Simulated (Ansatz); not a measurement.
The cell is SrCl₂ built on the fluorite prototype; cell and atoms were relaxed with r2SCAN. Space group Fm-3m (No. 225), cubic; conventional cell a = 6.995 Å, 28.53 Å³ an atom. Around Sr lie 8 Cl at 3.03 Å; around Cl lie 4 Sr at 3.03 Å.

3 runs of the PAW code Ansatz on this cell differ in the functional (and in the settings that go with it). Levels are in eV from each run's valence top; v1 is the last filled band, c1 the first empty one.

Run A, mean stress +0.7 GPa (compression positive):
```tsv
point	v5	v3	v1	c1	c2	c3
Γ	-2.09	-0.33	-0.33	5.31	6.11	6.11
X	-1.85	-0.39	0.00	5.51	7.03	7.61
U	-1.88	-0.70	-0.11	5.96	7.11	7.33
```

Run B, mean stress +0.1 GPa (compression positive):
```tsv
point	v5	v3	v1	c1	c2	c3
Γ	-2.27	-0.36	-0.36	7.32	8.30	8.30
X	-2.03	-0.42	0.00	7.58	9.31	9.98
U	-2.05	-0.75	-0.11	8.06	9.38	9.65
```

Run C, mean stress 0.0 GPa (compression positive):
```tsv
point	v5	v3	v1	c1	c2	c3
Γ	-2.12	-0.34	-0.34	5.94	6.70	6.70
X	-1.90	-0.39	0.00	5.99	7.79	8.24
U	-1.92	-0.70	-0.11	6.44	7.85	7.94
```

Q: Match the runs to PBE, r2SCAN, PBE0.

A: A is PBE, B is PBE0, C is r2SCAN. In order of the gap: PBE 5.31, r2SCAN 5.94, PBE0 7.32 eV.

Calculated for a static, non-magnetic cell.

The program warns that its thresholds are loose for a hybrid's stress.

The meshes of the hybrids are coarse, so their gaps aren't converged to the digits shown.
